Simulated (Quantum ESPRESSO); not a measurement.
Here is a Quantum ESPRESSO 7.5 calculation.

Contents of pw.in:

```
&CONTROL
  calculation = 'scf'
  prefix = 'pwscf'
  outdir = './tmp'
  pseudo_dir = './pseudo'
  tprnfor = .true.
  tstress = .true.
  disk_io = 'low'
/
&SYSTEM
  ibrav = 0
  nat = 1
  ntyp = 1
  ecutwfc = 45
  ecutrho = 360
  nbnd = 12
  occupations = 'smearing'
  smearing = 'fd'
  degauss = 0.00367493
/
&ELECTRONS
  conv_thr = 2d-10
  electron_maxstep = 120
  mixing_beta = 0.5
/
ATOMIC_SPECIES
Ti    47.8670 ti_pbesol_v1.4.uspp.F.UPF
CELL_PARAMETERS angstrom
   0.0000000000    2.0300000000    2.0300000000
   2.0300000000    0.0000000000    2.0300000000
   2.0300000000    2.0300000000    0.0000000000
ATOMIC_POSITIONS crystal
Ti     0.0000000000    0.0000000000    0.0000000000
K_POINTS automatic
11 11 11 0 0 0
```

Contents of pp_density.in:

```
&INPUTPP
  prefix = 'pwscf'
  outdir = './tmp'
  filplot = 'density.dat'
  plot_num = 0
/
&PLOT
  nfile = 1
  filepp(1) = 'density.dat'
  iflag = 3
  output_format = 6
  fileout = 'density.cube'
/
```

pp_potential.in

```
&INPUTPP
  prefix = 'pwscf'
  outdir = './tmp'
  filplot = 'potential.dat'
  plot_num = 11
/
&PLOT
  nfile = 1
  filepp(1) = 'potential.dat'
  iflag = 3
  output_format = 6
  fileout = 'potential.cube'
/
```

Potentials or basis: GBRV 1.5 PBEsol.

Launch:

```sh
$ OMP_NUM_THREADS=1 mpirun -n 2 pw.x -nk 2 -in pw.in > pw.out
$ OMP_NUM_THREADS=1 mpirun -n 1 pp.x -in pp_density.in > pp_density.out
$ OMP_NUM_THREADS=1 mpirun -n 1 pp.x -in pp_potential.in > pp_potential.out
```

Task: What does it give for the pressure?

Result: -0.5 GPa.

Task: Predict the band gap on the k mesh.

Result: None (metal or under the smearing width).
